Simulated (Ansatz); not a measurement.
**How the field gradients follow the size of the cell in SiO2**

Reference cell: a COD entry whose atoms were relaxed with PBE, the cell held.

Space group P2_13 (No. 198); a = 7.1600 Å.

| site | Wyckoff | site symmetry | x | y | z |
| --- | --- | --- | --- | --- | --- |
| Si1 | 4a | .3. | 0.2807 | 0.2807 | 0.2807 |
| Si5 | 4a | .3. | 0.0206 | 0.0206 | 0.0206 |
| O9 | 4a | .3. | 0.1505 | 0.1505 | 0.1505 |
| O13 | 12b | 1 | 0.6398 | 0.6616 | 0.0434 |

One atom of each set is listed.

The numbers come from a DFT calculation in Ansatz (PBE, plane waves and PAW, scalar-relativistic, 420 eV cutoff, Γ-centred 4×4×4 k-points, Fermi–Dirac smearing 0.02 eV).

The cell is scaled uniformly, and the ions relax again at each size.

V_zz in 10²¹ V/m²:

```json
{"V/V₀": "0.94", "Si1 V_zz (η)": "0.58 (0.00)", "Si5 V_zz (η)": "-0.25 (0.00)", "O9 V_zz (η)": "10.51 (0.00)", "O13 V_zz (η)": "9.20 (0.25)"}
{"V/V₀": "0.96", "Si1 V_zz (η)": "0.51 (0.00)", "Si5 V_zz (η)": "-0.21 (0.00)", "O9 V_zz (η)": "10.55 (0.00)", "O13 V_zz (η)": "9.36 (0.23)"}
{"V/V₀": "1.00", "Si1 V_zz (η)": "0.40 (0.00)", "Si5 V_zz (η)": "-0.15 (0.00)", "O9 V_zz (η)": "10.60 (0.00)", "O13 V_zz (η)": "9.68 (0.18)"}
{"V/V₀": "1.04", "Si1 V_zz (η)": "0.30 (0.00)", "Si5 V_zz (η)": "-0.079 (0.00)", "O9 V_zz (η)": "10.73 (0.00)", "O13 V_zz (η)": "10.03 (0.13)"}
{"V/V₀": "1.06", "Si1 V_zz (η)": "0.25 (0.00)", "Si5 V_zz (η)": "-0.096 (0.00)", "O9 V_zz (η)": "10.76 (0.00)", "O13 V_zz (η)": "10.21 (0.11)"}
```

Question: One more run gives Si1 0.49 (0.00), Si5 -0.18 (0.00), O9 10.60 (0.00), O13 9.52 (0.20). At which V/V₀ was it made?

Answer: V/V₀ = 0.98. O13 changes steadily, and interpolating it between the rows gives 0.981. Logarithmic slopes d ln|V_zz|/d ln V over the series, for the sites that change steadily: Si1 -6.8, O13 0.9. Point charges on a uniformly scaled lattice would give −1; atoms that shift within the cell as it changes, and charge that moves in the bonds, make the difference. Slopes far above 3 in size belong to small values that are left over from large contributions.

The database positions were far from equilibrium, so the relaxed structure may not be the compound's real one.
